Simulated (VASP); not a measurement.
A convergence study with VASP on CoPt (space group P4/mmm): one setting is varied, all else stays as given below, so the limit is that of these other settings.

```yaml
crystal:
  lattice:
    - [2.70345, 0.00000, 0.00000]
    - [0.00000, 2.70345, 0.00000]
    - [0.00000, 0.00000, 3.71850]
  atoms:
    - { symbol: Co, position: [0.00000, 0.00000, 0.00000], spin: 2.0 }
    - { symbol: Pt, position: [0.50000, 0.50000, 0.50000] }
```

Level of theory: PBE GGA, VASP's PBE PAW potentials (set 64) (plane waves; VASP). The tightest run used: 450 eV cut-off, 12×12×9 Γ-centred mesh, Gaussian smearing of 0.10 eV, potentials Co Pt.

| setting | highest Γ mode (cm⁻¹) | plane waves |
|---|---|---|
| ENCUT = 150 | 342.2 | 128 |
| ENCUT = 180 | 124.4 | 160 |
| ENCUT = 210 | 185.4 | 200 |

These are the cheaper rows. Estimate the results at ENCUT = 450, and how far the last row shown lies from them.

| quantity | tightest run | last row shown is off by |
|---|---|---|
| highest Γ mode (cm⁻¹) | 203.3 | -17.9 |

Left out are rungs that failed or repeat a setting and relaxations that didn't move; long series are thinned to 24 rows.

The structure is a typed CoPt crystal (space group no. 123). The cell was not relaxed at this level. The spin order is the one that the start imposed; others were not tried in this run.
